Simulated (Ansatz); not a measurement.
# CuO (F-43m) in Ansatz: a series of runs

Aim: see how the results for CuO move with the level of theory and the settings. Levels: r2SCAN+D3(BJ), PBE. Tasks: relaxation of cell and atoms, single point.

Everything below comes from runs of Ansatz 0.2.0. Logs are shortened: lines on timing, memory, paths and dates and some standing lists are left out, and cuts for length are marked.

### Step 1. Starting point

It takes space group F-43m (No. 216, cubic). Conventional cell: a = 4.655 Å, b = 4.655 Å, c = 4.655 Å, α = 90.00°, β = 90.00°, γ = 90.00°. Cu (site symmetry -43m) has 4 O at 2.02 Å as nearest neighbours. O (site symmetry -43m) has 4 Cu at 2.02 Å as nearest neighbours.

Measurements of this composition are mostly on another form, of space group No. 15.

### Step 2. Relaxation of cell and atoms, r2SCAN+D3(BJ)

input.yaml

```yaml
crystal:
  lattice:
    - [0.0, 2.32725273, 2.32725273]
    - [2.32725273, 0.0, 2.32725273]
    - [2.32725273, 2.32725273, 0.0]
  atoms:
    - { symbol: Cu, position: [0.0, 0.0, 0.0] }
    - { symbol: O, position: [0.25, 0.25, 0.25] }
hamiltonian:
  xc: r2scan
  pseudopotentials: { kind: paw }
  dispersion: d3bj
kpoints:
  mp_grid: { grid: [10, 10, 10] }
scf:
  occupations: { method: fermi_dirac, width: 0.05 }
output:
  forces: true
  stress: true
  eigenvalues: true
relax:
  f_tol: 0.01
  max_steps: 40
  cell: { stress_tol: 0.05 }
```

Potentials or basis: Ansatz PAW.

Launch:

```console
ansatz run input.yaml --threads 2 --pin off --max-ram 5632MiB --backend cpu --events-out ev --progress --plain --runs-dir out
```

Log:

```text
Warning: the engine holds no damping parameters fitted to this dispersion correction and functional, so the run takes those fitted to r2scan beside the three-body term, which d3bj leaves out (hamiltonian.dispersion, under Limitations)
Warning: RAYON_NUM_THREADS=2 ignored (pool sized by the plan → 2); use --threads N
Engine: ansatz 0.2.0, aarch64-unknown-linux-gnu
Pseudopotentials: kind: paw
Pseudopotential: Cu, paw, valence charge 19, recommended cutoff 500 eV (meta_gga), Cu.paw.azcp
Pseudopotential: O, paw, valence charge 6, recommended cutoff 500 eV (meta_gga), O.paw.azcp
Functional definition: r2SCAN
  parameter k0 = 0.174
  parameter k1 = 0.065
  parameter a1 = 4.9479
  exchange = r2scan_x(k0 = k0, k1 = k1, a1 = a1)
  correlation = r2scan_c
Crystal: 2 atoms, lattice volume = 25.209 Å³
Basis set: ecut = 500 eV, 645 PW (Γ), exchange–correlation on 100×100×100 points (64 copies of the dense FFT grid, shifted against one another)
Bands: 17, of which v1, the nominal top of the filled ones, is band 13 counted from 1 (12 counted from 0)
Symmetry: 24 space group operations
Space group: F-43m (ITA 216), of the structure as read, at distance tolerance 2.9e-5 Å
k-points: 47 of 1000 (time reversal used)
Non-local potential: Cu, projectors of the file, l = 0: 3, l = 1: 2, l = 2: 3, l = 3: 1
Non-local potential: O, projectors of the file, l = 0: 2, l = 1: 2, l = 2: 1
PAW form: soft (Blöchl's): semilocal exchange-correlation on the pseudo side does not see the compensation charge
PAW frozen core: Cu, regenerated for the run's functional (the file was generated under x = pbe(κ = 0.804, μ = 0.2195149727645171), c = pbe(β = 0.06672455060314922))
PAW frozen core: O, regenerated for the run's functional (the file was generated under x = pbe(κ = 0.804, μ = 0.2195149727645171), c = pbe(β = 0.06672455060314922))
PAW one-centre angular grid: Cu, 590 points (default); XC on 160 Gauss nodes
PAW one-centre angular grid: O, 302 points (default); XC on 160 Gauss nodes
Initial density: superposition of atomic densities (neutral atoms: chi_scale 0, normalization atom), corrected by the library's trained network
Initial wavefunctions: pseudopotential atomic-orbital guess
Functional: x = r2scan, c = r2scan; τ floored in thin density (d = 2e-4 eV/Å³)
SCF iter   1: F=—  HF=-7198.335300 eV  |F-HF|=—  |Δ(HF+E_count)|=         —  Δρ=2.02e-2  dr2=5.53e-2  dr2_τ=3.18e-2  ethr=1.77e-3  ⟨swp⟩=5.9  Hψ=3580  notcnv=0
preconditioner: auto → LDOS  [metal: Δε(μ)=0.023 eV  Ē_g=14.181 eV  σ=0.050 eV  W_gap=0.11  n_scr=14 (ndim 8)  ℏωp=30.5 eV  f_vac=0.114  D(μ)=2.93/eV (n_scr^D=50)  β→1.0]
SCF iter   2: F=—  HF=-7198.345079 eV  |F-HF|=—  |Δ(HF+E_count)|=   9.78e-3  Δρ=1.35e-2  dr2=2.29e-2  dr2_τ=1.55e-3  ethr=2.21e-4  ⟨swp⟩=2.1  Hψ=1953  notcnv=0
SCF iter   3: F=—  HF=-7198.337439 eV  |F-HF|=—  |Δ(HF+E_count)|=   7.64e-3  Δρ=8.77e-3  dr2=1.27e-2  dr2_τ=1.17e-4  ethr=9.16e-5  ⟨swp⟩=2.0  Hψ=1598  notcnv=0
SCF iter   4: F=—  HF=-7198.336525 eV  |F-HF|=—  |Δ(HF+E_count)|=   9.14e-4  Δρ=7.00e-3  dr2=8.57e-3  dr2_τ=7.18e-5  ethr=5.06e-5  ⟨swp⟩=1.0  Hψ=903  notcnv=0
SCF iter   5: F=—  HF=-7198.334803 eV  |F-HF|=—  |Δ(HF+E_count)|=   1.72e-3  Δρ=1.75e-3  dr2=4.98e-4  dr2_τ=1.20e-5  ethr=3.43e-5  ⟨swp⟩=2.1  Hψ=1128  notcnv=0
SCF iter   6: F=—  HF=-7198.334783 eV  |F-HF|=—  |Δ(HF+E_count)|=   2.00e-5  Δρ=5.77e-4  dr2=5.83e-5  dr2_τ=1.95e-6  ethr=1.99e-6  ⟨swp⟩=1.0  Hψ=991  notcnv=0
SCF iter   7: F=—  HF=-7198.334794 eV  |F-HF|=—  |Δ(HF+E_count)|=   1.15e-5  Δρ=3.32e-5  dr2=1.40e-7  dr2_τ=5.99e-8  ethr=2.33e-7  ⟨swp⟩=2.3  Hψ=1195  notcnv=0
SCF iter   8: F=-7198.334795 eV  HF=-7198.334795 eV  |F-HF|=4.15e-9  |Δ(HF+E_count)|=   3.96e-7  Δρ=8.21e-6  dr2=1.11e-8  dr2_τ=8.67e-10  ethr=4.00e-10  ⟨swp⟩=5.0  Hψ=3374  notcnv=0
SCF 1 converged in 8 iterations: F = -7198.334795 eV  dr2 = 1.11e-8
relax step   1: F+E_penalty+E_count = -7198.33479450 eV  Δ(F+E_penalty+E_count) = +0.000e0 eV  max|allowed force component| = 1.966e-17 eV/Å  Δτ_max = 0.0000 Å  P = -16.283 GPa  Ω = 25.209 Å³  (8 SCF iters, dr2 threshold 1.00e-7 eV, accepted)
Crystal: 2 atoms, lattice volume = 23.536 Å³
Basis set: ecut = 500 eV, 609 PW (Γ), exchange–correlation on 100×100×100 points (64 copies of the dense FFT grid, shifted against one another)
Initial density: handed on by an earlier stage of this run
Initial wavefunctions: those handed on with the density
iter 1 solved again at ethr=4.38e-5 eV; its pass at ethr=3.10e-3 eV (dr2=1.09e-2 eV) is discarded
[... 42 lines left out ...]
SCF iter   2: F=—  HF=-7198.522931 eV  |F-HF|=—  |Δ(HF+E_count)|=   1.17e-4  Δρ=3.59e-4  dr2=2.79e-5  dr2_τ=8.03e-7  ethr=9.02e-8  ⟨swp⟩=2.0  Hψ=1257  notcnv=0
SCF iter   3: F=—  HF=-7198.522929 eV  |F-HF|=—  |Δ(HF+E_count)|=   2.24e-6  Δρ=3.31e-4  dr2=1.93e-5  dr2_τ=2.39e-7  ethr=9.02e-8  ⟨swp⟩=2.2  Hψ=1188  notcnv=0
SCF iter   4: F=—  HF=-7198.522926 eV  |F-HF|=—  |Δ(HF+E_count)|=   3.20e-6  Δρ=1.51e-4  dr2=4.21e-6  dr2_τ=1.55e-7  ethr=7.72e-8  ⟨swp⟩=1.0  Hψ=799  notcnv=0
SCF iter   5: F=—  HF=-7198.522925 eV  |F-HF|=—  |Δ(HF+E_count)|=   2.13e-7  Δρ=1.26e-4  dr2=1.87e-6  dr2_τ=1.02e-8  ethr=1.68e-8  ⟨swp⟩=2.0  Hψ=1103  notcnv=0
SCF iter   6: F=-7198.522925 eV  HF=-7198.522925 eV  |F-HF|=3.99e-8  |Δ(HF+E_count)|=   4.23e-7  Δρ=2.04e-5  dr2=5.61e-8  dr2_τ=2.94e-9  ethr=8.00e-10  ⟨swp⟩=3.0  Hψ=2796  notcnv=0
SCF 5 converged in 6 iterations: F = -7198.522925 eV  dr2 = 5.61e-8
relax step   5: F+E_penalty+E_count = -7198.52292497 eV  Δ(F+E_penalty+E_count) = -1.200e-4 eV  max|allowed force component| = 7.662e-17 eV/Å  Δτ_max = 0.0000 Å  P = -0.005 GPa  Ω = 21.993 Å³  energy of the carried Pulay correction = +2.524e-3 eV  (6 SCF iters, dr2 threshold 2.00e-7 eV, accepted)
Basis set: ecut = 500 eV, 537 PW (Γ), exchange–correlation on 96×96×96 points (64 copies of the dense FFT grid, shifted against one another)
Initial wavefunctions: pseudopotential atomic-orbital guess (no wavefunctions were taken with the density)
iter 1 solved again at ethr=3.76e-8 eV; its pass at ethr=3.10e-3 eV (dr2=9.40e-6 eV) is discarded
SCF iter   1: F=—  HF=-7198.520605 eV  |F-HF|=—  |Δ(HF+E_count)|=         —  Δρ=4.53e-4  dr2=6.30e-6  dr2_τ=1.65e-5  ethr=3.76e-8  ⟨swp⟩=3.0  Hψ=5825  notcnv=0
preconditioner: auto → LDOS  [metal: Δε(μ)=0.027 eV  Ē_g=15.155 eV  σ=0.050 eV  W_gap=0.14  n_scr=8 (ndim 8)  ℏωp=32.6 eV  f_vac=0.076  D(μ)=2.58/eV (n_scr^D=26)  β→1.0]
SCF iter   2: F=—  HF=-7198.520628 eV  |F-HF|=—  |Δ(HF+E_count)|=   2.36e-5  Δρ=5.04e-4  dr2=3.75e-5  dr2_τ=6.39e-7  ethr=2.52e-8  ⟨swp⟩=2.0  Hψ=1398  notcnv=0  recentre
SCF iter   3: F=—  HF=-7198.520629 eV  |F-HF|=—  |Δ(HF+E_count)|=   1.49e-7  Δρ=2.32e-4  dr2=9.85e-6  dr2_τ=2.04e-7  ethr=2.52e-8  ⟨swp⟩=2.0  Hψ=1345  notcnv=0
SCF iter   4: F=—  HF=-7198.520631 eV  |F-HF|=—  |Δ(HF+E_count)|=   2.09e-6  Δρ=3.30e-4  dr2=1.51e-5  dr2_τ=1.36e-7  ethr=2.52e-8  ⟨swp⟩=2.4  Hψ=1240  notcnv=0
SCF iter   5: F=—  HF=-7198.520627 eV  |F-HF|=—  |Δ(HF+E_count)|=   4.15e-6  Δρ=5.76e-5  dr2=5.17e-7  dr2_τ=1.73e-8  ethr=2.52e-8  ⟨swp⟩=2.6  Hψ=1278  notcnv=0
SCF iter   6: F=—  HF=-7198.520616 eV  |F-HF|=—  |Δ(HF+E_count)|=   1.08e-5  Δρ=4.60e-6  dr2=1.66e-9  dr2_τ=4.24e-10  ethr=2.07e-9  ⟨swp⟩=2.2  Hψ=1013  notcnv=0
SCF iter   7: F=-7198.520616 eV  HF=-7198.520616 eV  |F-HF|=1.91e-11  |Δ(HF+E_count)|=   2.89e-9  Δρ=2.97e-7  dr2=9.18e-12  dr2_τ=3.08e-12  ethr=1.00e-12  ⟨swp⟩=4.0  Hψ=3943  notcnv=0
SCF 6 converged in 7 iterations: F = -7198.520616 eV  dr2 = 9.18e-12
relax step   6: F+E_penalty+E_count = -7198.52061570 eV  Δ(F+E_penalty+E_count) = +2.309e-3 eV  max|allowed force component| = 6.390e-17 eV/Å  Δτ_max = 0.0000 Å  P = -0.018 GPa  Ω = 21.993 Å³  stress off target by 1.78e-2 GPa  SCF on the basis re-selected at this cell (its energy is not comparable with the rows above)  (7 SCF iters)
basis re-selected at this cell: Δ(F+E_penalty+E_count) = +2.309e-3 eV, ΔP = -0.013 GPa vs the last step (what re-selecting the basis moved, of the pressure what is left beyond the Pulay correction that the steps carried, after the strain that the cell walked since its last selection, with what the two solves' SCF thresholds leave and, on support functions, any second-order correction that the steps lacked; it is no measure of the basis error at this ecutwfc). The dense FFT grid was sized anew with the basis: this SCF ran on 24×24×24 points, the steps before it on 25×25×25, so part of this shift can come from that change (see relax.cell in the input reference). This SCF's stress stands 1.78e-2 GPa from its target on what of the cell is left free (relax.cell.stress_tol is 5.00e-2 GPa) and its largest allowed force component is 6.39e-17 eV/Å (relax.f_tol is 1.00e-2 eV/Å): within both
SCF converged after 7 iterations
Free energy (F): -7198.520616 eV
Harris-Foulkes:  -7198.520616 eV  (|F-HF|=1.91e-11)
Internal energy: -7198.499939 eV  (E = F + TS)
E sigma→0 (E₀):  -7198.510278 eV
Entropy (-TS):   -0.020676 eV (-10.338 meV/atom)
Fermi energy:    10.345715 eV
--- Per-component energies (eV) ---
  E_band       = -490.948435
  E_kinetic    = 471.119175
  E_local      = -5088.369871  (includes V_loc(G=0)·N_el)
  E_nonlocal   = 444.691186
  E_hartree    = 2208.988883
  E_xc         = -155.421752
  E_vxc        = -227.242259  (∫ρ·V_xc dr)
  E_paw        = -1836.324322  (= ΣΔE_a)
  E_vpaw       = -524.323272  (= ΣTr[D̂ρ^β])
  E_aug_tail   = 0.001277  (compensation charges beyond the density's cutoff)
  E_vtau       = 15.197661  (kinetic-family band-sum trace: ∫τ·v_τ [+ j·A + Jᵃ·Aᵃ] dr)
  E_ewald      = -3242.605346
  E_disp       = -0.246119  (pairwise vdW)
  E_core_change = -0.333049  (= ΣΔE_core)
  E_smearing   = -0.020676  (= −TS)
  E_closure    = 0.000000  (closes the sum)
  Σ components = -7198.520616   (vs F -7198.520616, Δ=0.00e0)
--- Forces (eV/Å), atoms counted from 1 ---
  atom   1  Cu    -0.00000000    -0.00000000     0.00000000
  atom   2  O      0.00000000    -0.00000000     0.00000000
  max |Σ_I F_I| component: 8.50e-17 eV/Å
--- Stress (GPa, compression-positive) ---
       -0.017817      -0.000000      -0.000000
       -0.000000      -0.017817      -0.000000
       -0.000000       0.000000      -0.017817
  P = ⅓ Tr σ = -0.0178 GPa (-0.178 kbar)
--- Band table (eV; the first three rows and the last of 47) ---
  k-point 0: bands = ["-105.7002", "-61.5242", "-61.5242", "-61.5242", "-10.0878", "4.9188", "4.9188", "4.9188", "8.0873", "8.0873", "11.2231", "11.2231", "11.2231", "11.7013", "25.7456", "25.7456", "25.7456"]
  k-point 1: bands = ["-105.7001", "-61.5251", "-61.5244", "-61.5244", "-10.0243", "4.7559", "4.9519", "4.9519", "8.0774", "8.0774", "10.7422", "11.1519", "11.1519", "12.3807", "24.7708", "25.8452", "25.8452"]
  k-point 2: bands = ["-105.7000", "-61.5273", "-61.5247", "-61.5247", "-9.8548", "4.3959", "5.0349", "5.0349", "8.0693", "8.0693", "10.0412", "10.9551", "10.9551", "13.5810", "22.9169", "25.9348", "25.9348"]
  k-point 46: bands = ["-105.6995", "-61.5315", "-61.5294", "-61.5278", "-9.1716", "4.2257", "5.0280", "5.6802", "7.9186", "8.1025", "8.4826", "8.8335", "9.6380", "18.2758", "21.4018", "22.1668", "23.5313"]
--- Relaxed structure (5 steps of the walk, 5 accepted, 1 SCFs on fresh bases) ---
  F+E_penalty+E_count = -7198.52061570 eV   max|allowed force component| = 6.390e-17 eV/Å   (the final SCF, on the basis selected at the relaxed cell)
  cell:  # Å, volume = 21.9931 Å³
    - [-1.8030147312051568e-33, 2.223747764697308, 2.223747764697308]
    - [2.223747764697308, -2.2103810619550308e-33, 2.223747764697308]
    - [2.223747764697308, 2.223747764697308, -1.3250601681388578e-33]
  atoms:
    - { symbol: Cu, position: [8.480285030068761e-35, -2.2089687816570466e-35, -1.0204358225508409e-34] }
    - { symbol: O, position: [0.25, 0.25, 0.25] }
```

It took 14 s on 2 threads of Arm Neoverse V1, shared host; peak memory 0.33 GiB.

What came out:

| Property | Result |
| --- | --- |
| Free energy | -7198.5206 eV |
| Relaxed volume | 11.00 Å³/atom |
| Relaxed cell | a = 3.145 Å, b = 3.145 Å, c = 3.145 Å, α = 60.00°, β = 60.00°, γ = 60.00° |
| Space group after relaxing (to 0.05 Å) | F-43m (No. 216) |
| Energy gained by relaxing | 92.9 meV/atom |
| Ionic steps | 6 |
| Pressure after relaxing | 0.0 GPa |
| Band gap on the k mesh | none (metal or under the smearing width) |

Step by step:
```tsv
step	energy change (eV)	largest force (eV/Å)	volume (Å³)
1	0.0000	0.0000	25.21
2	-0.1383	0.0000	23.54
3	-0.1838	0.0000	21.55
4	-0.1880	0.0000	22.05
5	-0.1881	0.0000	21.99
6	-0.1858	0.0000	21.99
```

Final structure:
```
Cu O
1.0
     0.00000    2.22375    2.22375
     2.22375    0.00000    2.22375
     2.22375    2.22375    0.00000
Cu O
1 1
Cartesian
  0.0000 0.0000 0.0000
  1.1119 1.1119 1.1119
```

Caveat: the plane-wave basis is chosen anew once the cell has moved, so the energies of steps on either side of that aren't comparable; an odd number of electrons without spin polarisation forces a metal; a magnetic or distorted state may lie lower; the run has no spin polarisation, though such a crystal can be magnetic; semilocal functionals often make such compounds metallic where correlation or magnetic order opens a gap, which also shifts bond lengths; pairwise dispersion overbinds metals, which lowers pressure and volume; the PAW data sets come from PBE, with cores solved anew for the run's functional, which leaves a small shift of forces and pressure; the dispersion damping was fitted for another functional or another form of the correction.

### Step 3. Single point, PBE

Edit input.yaml of step 2 so:

```diff
@@ -9,5 +9,4 @@
 hamiltonian:
-  xc: r2scan
+  xc: pbe
   pseudopotentials: { kind: paw }
-  dispersion: d3bj
 kpoints:
@@ -16,2 +15,4 @@
   occupations: { method: fermi_dirac, width: 0.05 }
+basis:
+  ecutwfc: "250 eV"
 output:
@@ -20,5 +21 @@
   eigenvalues: true
-relax:
-  f_tol: 0.01
-  max_steps: 40
-  cell: { stress_tol: 0.05 }
```

Potentials or basis: Ansatz PAW.

Launch:

```console
ansatz run input.yaml --threads 2 --pin off --max-ram 5632MiB --backend cpu --events-out ev --progress --plain --runs-dir out
```

Run time: 0.87 s. Hardware: 2 threads of Arm Neoverse V1, shared host; peak memory 0.25 GiB.

Results (log left out):

| Item | Value |
| --- | --- |
| Free energy | -7186.7166 eV |
| Pressure | -17.6 GPa |
| Band gap on the k mesh | none (metal or under the smearing width) |

Levels at points of the mesh, in eV from the Fermi level:
```csv
k point,band 9,band 10,band 11,band 12,band 13,band 14,band 15,band 16,band 17
"(0.00, 0.00, 0.00)",-2.00,-2.00,0.50,0.50,0.50,1.13,14.26,14.26,14.26
"(0.00, 0.00, -0.50)",-1.84,-1.84,-1.76,0.02,0.02,6.14,7.89,13.94,13.94
"(0.00, -0.50, -0.50)",-2.09,-1.66,-1.27,-1.07,-1.07,6.04,9.62,11.69,14.62
```

Caveat: so large a pressure means that the cell lies far from this level's equilibrium, or that cutoff or potentials fall short; the pressure holds a Pulay correction of +143.6 GPa for the finite cutoff; an odd number of electrons without spin polarisation forces a metal; a magnetic or distorted state may lie lower; the run has no spin polarisation, though such a crystal can be magnetic; semilocal functionals often make such compounds metallic where correlation or magnetic order opens a gap, which also shifts bond lengths; the cutoff lies under the one recommended for these potentials. With open d or f shells a metallic result of PBE can be an artefact of self-interaction; +U or a hybrid may open a gap.
